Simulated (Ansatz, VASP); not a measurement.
## BN: VASP beside Ansatz

Contents of INCAR:

```
SYSTEM = BN
PREC = Accurate
ENCUT = 520
EDIFF = 1E-6
ISMEAR = 0
SIGMA = 0.05
LREAL = .FALSE.
LASPH = .TRUE.
NELM = 100
ALGO = Normal
ISIF = 2
LWAVE = .FALSE.
LCHARG = .FALSE.
GGA = PS
NBANDS = 11
```

File KPOINTS:

```
Automatic mesh
0
G
  12 12 12
  0 0 0
```

Contents of POSCAR:

```
BN
1.0
    0.0000000000      2.0351272637      1.4388349754
    2.0351272637      0.0000000000      1.4388349754
    2.0351272637      2.0351272637      0.0000000000
B N
1 1
Direct
    0.0000000000      0.0000000000      0.0000000000
    0.7500000000      0.7500000000      0.7500000000
```

Input for Ansatz:

```yaml
crystal:
  lattice:
    - [0.0, 2.0351272637, 1.4388349754]
    - [2.0351272637, 0.0, 1.4388349754]
    - [2.0351272637, 2.0351272637, 0.0]
  atoms:
    - { symbol: B, position: [0.0, 0.0, 0.0] }
    - { symbol: "N", position: [0.75, 0.75, 0.75] }
basis:
  ecutwfc: 420
kpoints:
  mp_grid: { grid: [12, 12, 12] }
hamiltonian:
  xc: pbesol
scf:
  occupations: { method: gaussian, width: 0.05 }
output:
  forces: true
  stress: true
  eigenvalues: true
```

Alike in both runs: task single point; functional PBEsol; k mesh 12 × 12 × 12; occupations gaussian, width 0.05 eV; no spin polarisation.

```csv
,VASP,Ansatz
version,VASP 6.6.1,Ansatz 0.2.0
potentials or method,"VASP PAW PBE potentials, release 64 (B, N)","scalar-relativistic, plane waves, PAW"
plane-wave cutoff (eV),520,420
valence electrons in the cell,8,8
```

|  | VASP | Ansatz | Ansatz less VASP |
| --- | --- | --- | --- |
| gap on the k mesh at the Fermi level (eV) | 0.61 | 0.62 | +0.015 |
| least direct gap on the mesh (eV) | 5.98 | 5.99 | +0.004 |
| pressure (GPa) | -10.0 | -10.5 | -0.51 |
| largest component of the traceless stress (GPa) | 86.50 | 86.58 | +0.082 |

The functional is the same, so the differences come from potentials, cutoffs and numerics.

Caveats: the PAW data sets were made with another functional, which shifts forces and pressure a little (VASP). A hybrid or GW would open this gap; PBEsol tends to underestimate it. A k mesh can miss the band edges.
